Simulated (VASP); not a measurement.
Ge (a cell with a defect), 17 atoms in the cell. The cell holds a defect, 17 atoms: a = 8.004 Å, b = 8.004 Å, c = 8.004 Å, α = 60.00°, β = 60.00°, γ = 60.00°. The cell was built by a generator and needn't be a form met in nature.

- Program: VASP 6.6.1
- Task: single point
- Functional: PBEsol
- Potentials or basis: VASP PAW PBE potentials, release 64 (Ge_d)
- Cutoff: 520 eV
- k mesh: 2 × 2 × 2
- Occupations: fermi-dirac, width 0.15 eV
- Spin: no spin polarisation
- Dipole correction: no
- Further INCAR settings: LREAL = Auto; ALGO = Fast; EDIFF = 1e-06; NBANDS = 133

Potentials or basis: VASP PAW PBE potentials, release 64 (Ge_d).

Command:

```sh
$ cat potpaw_PBE.64/Ge_d/POTCAR > POTCAR
$ mpirun -np 1 vasp_std > vasp.out
```

Hardware: 1 thread of Intel(R) Xeon(R) 6975P-C (Granite Rapids), with other jobs on the host.

Q: Estimate the wall time of this run.

A: Run time: 7.7 min on 1 thread of Intel(R) Xeon(R) 6975P-C (Granite Rapids) (shared host), peak memory 0.61 GiB. Counts: scf iterations 16, k points 8.
